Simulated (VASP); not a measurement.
# GaSb (F-43m) in VASP: relaxation of cell and atoms with r2SCAN

Aim: the relaxation of cell and atoms of GaSb with r2SCAN.

Program: VASP 6.6.1. These are calculated values, not measurements. Logs are shortened: lines on timing, memory, paths and dates and some standing lists are left out, and cuts for length are marked.

## (1) The crystal as given

It takes space group F-43m (No. 216, cubic). Conventional cell: a = 6.118 Å, b = 6.118 Å, c = 6.118 Å, α = 90.00°, β = 90.00°, γ = 90.00°. Ga (site symmetry -43m) has 4 Sb at 2.65 Å as nearest neighbours. Sb (site symmetry -43m) is surrounded by 4 Ga at 2.65 Å.

## (2) Relaxation of cell and atoms, r2SCAN

INCAR reads:

```
SYSTEM = GaSb
ALGO = Normal
EDIFF = 1E-7
EDIFFG = -0.004
ENCUT = 600
IBRION = 2
ISIF = 3
ISMEAR = 0
LASPH = .True.
LCHARG = .False.
LMIXTAU = .True.
LREAL = .False.
LWAVE = .False.
METAGGA = R2SCAN
NELM = 100
NSW = 80
PREC = Accurate
SIGMA = 0.1
```

KPOINTS reads:

```
k-points
0
Gamma
  12 12 12
  0 0 0
```

POSCAR reads:

```
GaSb
1.0
    0.0000000000      3.0590000000      3.0590000000
    3.0590000000      0.0000000000      3.0590000000
    3.0590000000      3.0590000000      0.0000000000
Ga Sb
1 1
Direct
    0.0000000000      0.0000000000      0.0000000000
    0.2500000000      0.2500000000      0.2500000000
```

Potentials or basis: VASP PAW PBE potentials, release 64 (Ga_d, Sb).

Run with:

```console
$ cat potpaw_PBE.64/Ga_d/POTCAR potpaw_PBE.64/Sb/POTCAR > POTCAR
$ mpirun -np 1 vasp_std > vasp.out
```

OUTCAR:

```text
SYSTEM = GaSb
   EDIFF = 1E-7
   EDIFFG = -0.004
   ENCUT = 600
   IBRION = 2
   ISIF = 3
   ISMEAR = 0
   LASPH = .True.
   LREAL = .False.
   METAGGA = R2SCAN
   NELM = 100
   NSW = 80
   PREC = Accurate

 ion  position               nearest neighbor table
   1  0.000  0.000  0.000-   2 2.65   2 2.65   2 2.65   2 2.65
   2  0.250  0.250  0.250-   1 2.65   1 2.65   1 2.65   1 2.65

  LATTYP: Found a face centered cubic cell.
 ALAT       =     6.1180000000

  Lattice vectors:

 A1 = (   0.0000000000,   3.0590000000,   3.0590000000)
 A2 = (   3.0590000000,   0.0000000000,   3.0590000000)
 A3 = (   3.0590000000,   3.0590000000,   0.0000000000)

Analysis of symmetry for initial positions (statically):
=====================================================================
 Subroutine PRICEL returns:
 Original cell was already a primitive cell.

 Routine SETGRP: Setting up the symmetry group for a
 face centered cubic supercell.

 Subroutine GETGRP returns: Found 24 space group operations
 (whereof 24 operations were pure point group operations)
 out of a pool of 48 trial point group operations.

The static configuration has the point symmetry T_d .

Analysis of symmetry for dynamics (positions and initial velocities):
=====================================================================
 Subroutine PRICEL returns:
 Original cell was already a primitive cell.

 Routine SETGRP: Setting up the symmetry group for a
 face centered cubic supercell.

 Subroutine GETGRP returns: Found 24 space group operations
 (whereof 24 operations were pure point group operations)
 out of a pool of 48 trial point group operations.

The dynamic configuration has the point symmetry T_d .

 Subroutine INISYM returns: Found 24 space group operations
 (whereof 24 operations are pure point group operations),
 and found     1 'primitive' translations

----------------------------------------------------------------------------------------

                                     Primitive cell

  volume of cell :      57.2491

  direct lattice vectors                    reciprocal lattice vectors
     0.000000000  3.059000000  3.059000000    -0.163452109  0.163452109  0.163452109
     3.059000000  0.000000000  3.059000000     0.163452109 -0.163452109  0.163452109
     3.059000000  3.059000000  0.000000000     0.163452109  0.163452109 -0.163452109

  length of vectors
     4.326079287  4.326079287  4.326079287     0.283107357  0.283107357  0.283107357

  position of ions in fractional coordinates (direct lattice)
     0.000000000  0.000000000  0.000000000
     0.250000000  0.250000000  0.250000000

  ion indices of the primitive-cell ions
   primitive index   ion index
                 1           1
[... 93 lines left out ...]
     AMIX_MAG =   1.60;   BMIX_MAG =  1.00
  volume/ion in A,a.u.               =      28.62       193.17
  Fermi-wavevector in a.u.,A,eV,Ry     =   1.113208  2.103657 16.860766  1.239231
  Thomas-Fermi vector in A             =   2.249790
   LORBIT       =      0    0 simple, 1 ext, 2 COOP (PROOUT), +10 PAW based schemes
   METAGGA = R2SCAN    functional components
   LHFCALC =     F    Hartree Fock is set to
   AEXX    =    0.0000 exact exchange contribution
   IVDW    =     0    specifies the selected vdW correction
   LEPSILON=     F    determine dielectric tensor
   LRPA    =     F    only Hartree local field effects (RPA)
 conjugate gradient relaxation of ions
 non-spin polarized calculation
 Gauss-broadening in eV      SIGMA  =   0.10
  energy-cutoff  :      600.00
  volume of cell :       57.25
 maximum number of plane-waves:      1932
   NGX = 17   NGY = 17   NGZ = 17

--------------------------------------- Ionic step        1  -------------------------------------------

 number of electron      18.0000006 magnetization

 Free energy of the ion-electron system (eV)
  ---------------------------------------------------
  ext. energy  EPLUGINS =         0.00000000
  ---------------------------------------------------
  free energy    TOTEN  =       -37.60627414 eV

  energy without entropy =      -37.60627342  energy(sigma->0) =      -37.60627378

------------------------ aborting loop because EDIFF is reached ----------------------------------------

  FORCE on cell =-STRESS in cart. coord.  units (eV):
  Direction    XX          YY          ZZ          XY          YZ          ZX
  --------------------------------------------------------------------------------------
  -------------------------------------------------------------------------------------
  Total        0.1608704      0.1608704      0.1608704     -0.0000000     -0.0000000     -0.0000000
  in kB        4.5021325      4.5021325      4.5021325     -0.0000000     -0.0000000     -0.0000000
  external PRESSURE =       4.5021325 kB  Pullay stress =       0.0000000 kB
[... 23 lines left out ...]
--------------------------------------- Ionic step        2  -------------------------------------------

 number of electron      18.0000002 magnetization

 E-fermi :   4.7593     XC(G=0):  -9.6682

 val. band max:        4.5650272371   @ k =   0.0000   0.0000   0.0000
 cond. band min:       4.9264356698   @ k =   0.0000   0.0000   0.0000
 fundamental gap:      0.3614084326
 Fermi energy:         4.7593383319

 k-point     1 :       0.0000    0.0000    0.0000
  band No.  band energies     occupation
      1     -10.9094      2.00000
      2     -10.9094      2.00000
      3     -10.9094      2.00000
      4     -10.8545      2.00000
      5     -10.8545      2.00000
      6      -7.2838      2.00000
      7       4.5650      1.99401
      8       4.5650      1.99400
      9       4.5650      1.99400
     10       4.9264      0.01812
     11       7.5499      0.00000
     12       7.5500      0.00000
     13       7.5500      0.00000
[... 403 lines left out ...]
--------------------------------------- Ionic step        3  -------------------------------------------

 number of electron      18.0000003 magnetization

 Free energy of the ion-electron system (eV)
  ---------------------------------------------------
  ext. energy  EPLUGINS =         0.00000000
  ---------------------------------------------------
  free energy    TOTEN  =       -37.60688939 eV

  energy without entropy =      -37.60688688  energy(sigma->0) =      -37.60688813

 E-fermi :   4.8113     XC(G=0):  -9.6857

 val. band max:        4.6036365510   @ k =   0.0000   0.0000   0.0000
 cond. band min:       4.9935344125   @ k =   0.0000   0.0000   0.0000
 fundamental gap:      0.3898978615
 Fermi energy:         4.8113415844

 k-point     1 :       0.0000    0.0000    0.0000
  band No.  band energies     occupation
      1     -10.8779      2.00000
      2     -10.8779      2.00000
      3     -10.8779      2.00000
      4     -10.8223      2.00000
      5     -10.8223      2.00000
      6      -7.2721      2.00000
      7       4.6036      1.99670
      8       4.6036      1.99669
      9       4.6036      1.99669
     10       4.9935      0.00998
     11       7.5872      0.00000
     12       7.5873      0.00000
     13       7.5873      0.00000
[... 397 lines left out ...]
  FREE ENERGIE OF THE ION-ELECTRON SYSTEM (eV)
  ---------------------------------------------------
  free  energy   TOTEN  =       -37.6068893852 eV

  energy  without entropy=      -37.6068868836  energy(sigma->0) =      -37.60688813

 reached required accuracy - stopping structural energy minimisation
```

OSZICAR:

```text
N       E                     dE             d eps       ncg     rms          rms(c)
DAV:   1     0.541281339445E+02    0.54128E+02   -0.97441E+03  1872   0.189E+03
DAV:   2    -0.329776558260E+02   -0.87106E+02   -0.84596E+02  2047   0.352E+02
DAV:   3    -0.393216175095E+02   -0.63440E+01   -0.62957E+01  2352   0.791E+01
[... 38 lines left out ...]
DAV:   6    -0.376068871071E+02    0.69954E-05   -0.40108E-06  1927   0.196E-02    0.168E-03
DAV:   7    -0.376068893237E+02   -0.22166E-05   -0.55058E-06  1887   0.236E-02    0.115E-03
DAV:   8    -0.376068898477E+02   -0.52403E-06   -0.40726E-07  1927   0.688E-03    0.552E-04
DAV:   9    -0.376068894101E+02    0.43757E-06   -0.48894E-08  1186   0.325E-03    0.209E-04
DAV:  10    -0.376068893852E+02    0.24871E-07   -0.45745E-08  1041   0.322E-03
   3 F= -.37606889E+02 E0= -.37606888E+02  d E =-.615243E-03
```

CONTCAR:

```text
GaSb
   1.00000000000000
    -0.0000000000000000    3.0670115293386360    3.0670115293386360
     3.0670115293386360   -0.0000000000000000    3.0670115293386360
     3.0670115293386360    3.0670115293386360    0.0000000000000000
  Ga              Sb
     1     1
Direct
     0.0000000000000000    0.0000000000000000    0.0000000000000000
     0.2500000000000000    0.2500000000000000    0.2500000000000000

  0.00000000E+00  0.00000000E+00  0.00000000E+00
  0.00000000E+00  0.00000000E+00  0.00000000E+00
```

Wall time 4.7 min (1 thread of Intel Xeon 6975P-C (Granite Rapids), shared host); peak memory 0.28 GiB.

Results:

* Free energy: -37.6069 eV
* Relaxed volume: 28.85 Å³/atom
* Relaxed cell: a = 4.337 Å, b = 4.337 Å, c = 4.337 Å, α = 60.00°, β = 60.00°, γ = 60.00°
* Space group after relaxing (to 0.05 Å): F-43m (No. 216)
* Energy gained by relaxing: 0.3 meV/atom
* Ionic steps: 3
* Pressure after relaxing: 0.0 GPa
* Band gap on the k mesh: 0.39 eV, direct

Step by step:
```tsv
step	energy change (eV)	largest force (eV/Å)	pressure (GPa)	volume (Å³)
1	0.0000	0.0000	0.45	57.25
2	-0.0005	0.0000	-0.17	57.92
3	-0.0006	0.0000	0.02	57.70
```

Final structure:
```
CELL_PARAMETERS angstrom
0.00000 3.06701 3.06701
3.06701 0.00000 3.06701
3.06701 3.06701 0.00000
ATOMIC_POSITIONS crystal
Ga 0.00000 0.00000 0.00000
Sb 0.25000 0.25000 0.25000
```

Levels at points of the mesh, in eV from the valence-band top:
```csv
k point,band 5,band 6,band 7,band 8,band 9,band 10,band 11,band 12,band 13
"(0.00, 0.00, 0.00)",-15.43,-11.88,0.00,0.00,0.00,0.39,2.98,2.98,2.98
"(0.50, 0.00, 0.00)",-15.43,-10.18,-6.54,-1.20,-1.20,0.67,4.01,4.01,6.93
"(0.50, 0.50, 0.00)",-15.42,-9.30,-7.01,-2.67,-2.67,1.13,1.49,9.21,9.21
```

Caveat: the PAW data sets were made with another functional, which shifts forces and pressure a little; spin-orbit coupling is left out, which moves the levels of the heavy elements.
